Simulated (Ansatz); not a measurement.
HfO2:

```
Hf O
1.0
     3.55802    0.00000    0.00000
     0.00000    3.55802    0.00000
     0.00000    0.00000    5.17186
Hf O
2 4
Direct
  0.00000 0.00000 0.00000
  0.50000 0.50000 0.50000
  0.00000 0.50000 0.19721
  0.50000 0.00000 0.30279
  0.50000 0.00000 0.80279
  0.00000 0.50000 0.69721
```

Measurements of this composition are mostly on another form, of space group No. 14.

```yaml
Program: Ansatz 0.2.0
Task: relaxation of cell and atoms
Functional: PBE
Potentials_or_basis: Ansatz PAW
Cutoff: "420 eV (not typed: the program's choice for these potentials)"
k_mesh: 8 × 8 × 5
Occupations: fermi-dirac, width 0.05 eV
Spin: no spin polarisation
Hubbard_terms: Hf d U = 5 eV
```

At the start: volume 10.91 Å³/atom.

**Question.** Where does the relaxation end?

**Answer.** It ends after 9 steps and the volume is 11.58 Å³/atom (+6.2 %); space group P4_2/nmc (No. 137, to 0.05 Å).

The path:
| step | energy change (eV) | largest force (eV/Å) | volume (Å³) |
| --- | --- | --- | --- |
| 1 | 0.0000 | 0.4959 | 65.47 |
| 2 | -0.2057 | 0.0855 | 70.77 |
| 3 | -0.2200 | 0.1041 | 69.95 |
| 4 | -0.2315 | 0.0347 | 69.49 |
| 5 | -0.2336 | 0.0021 | 69.29 |
| 6 | -0.2336 | 0.0000 | 69.29 |
| 7 | -0.2597 | 0.0029 | 69.29 |
| 8 | -0.2591 | 0.0001 | 69.51 |
| 9 | -0.2601 | 0.0000 | 69.51 |

Final structure:
```
CELL_PARAMETERS angstrom
3.64107 0.00000 0.00000
0.00000 3.64107 0.00000
0.00000 0.00000 5.24291
ATOMIC_POSITIONS crystal
Hf 0.00000 0.00000 0.00000
Hf 0.50000 0.50000 0.50000
O 0.00000 0.50000 0.20706
O 0.50000 0.00000 0.29294
O 0.50000 0.00000 0.79294
O 0.00000 0.50000 0.70706
```

Caveat: the plane-wave basis is chosen anew once the cell has moved, so the energies of steps on either side of that aren't comparable; the pressure holds a Pulay correction of +0.8 GPa for the finite cutoff.
